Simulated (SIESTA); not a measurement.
Runs of SIESTA 5.4.2 on Ga. It takes space group C2/c (No. 15, monoclinic). Conventional cell: a = 2.766 Å, b = 8.053 Å, c = 3.332 Å, α = 90.00°, β = 92.02°, γ = 90.00°. Ga (site symmetry 2) has 8 Ga at 2.69 to 2.92 Å as nearest neighbours. This isn't the form of Ga at room conditions, which is orthorhombic.

```csv
task,level,potentials or basis,gap on the mesh (eV),pressure (GPa),largest force (eV/Å)
band structure,PBEsol,"PseudoDojo 0.4 standard (PBEsol files), TZP (energy shift 0.003 Ry; two zetas on semicore shells)",none,(a),0.13
band structure,PBEsol,"PseudoDojo 0.4 standard (PBEsol files), SZP (energy shift 0.003 Ry)",none,-1.0,0.07
band structure,PBEsol,"PseudoDojo 0.4 standard (PBEsol files), SZ (energy shift 0.003 Ry)",none,4.2,-
band structure,PBEsol,"PseudoDojo 0.4 standard (PBEsol files), TZDP (energy shift 0.003 Ry; two zetas on semicore shells)",none,-1.7,0.13
band structure,PBEsol,"PseudoDojo 0.4 standard (PBEsol files), DZP (energy shift 0.003 Ry; two zetas on semicore shells)",none,(b),0.12
band structure,PBEsol,"PseudoDojo 0.4 standard (PBEsol files), DZ (energy shift 0.003 Ry; two zetas on semicore shells)",none,-1.7,0.15
```

Alike in all rows: no spin polarisation; cell as given; k mesh 10 × 10 × 8; smearing fermi-dirac 0.05 eV; grid cutoff 800 Ry; energy shift 0.003 Ry.

Task: Estimate the missing entries.

Result: (a) -2.2; (b) -2.5.

Caveats: the basis of atomic orbitals isn't converged, which shifts pressures, moduli and gaps; the basis has no polarisation orbitals (some runs).

A k mesh can miss the band edges, and the runs leave out spin-orbit coupling on Ga.

A gap of «none» marks a metal or a gap under the smearing width.
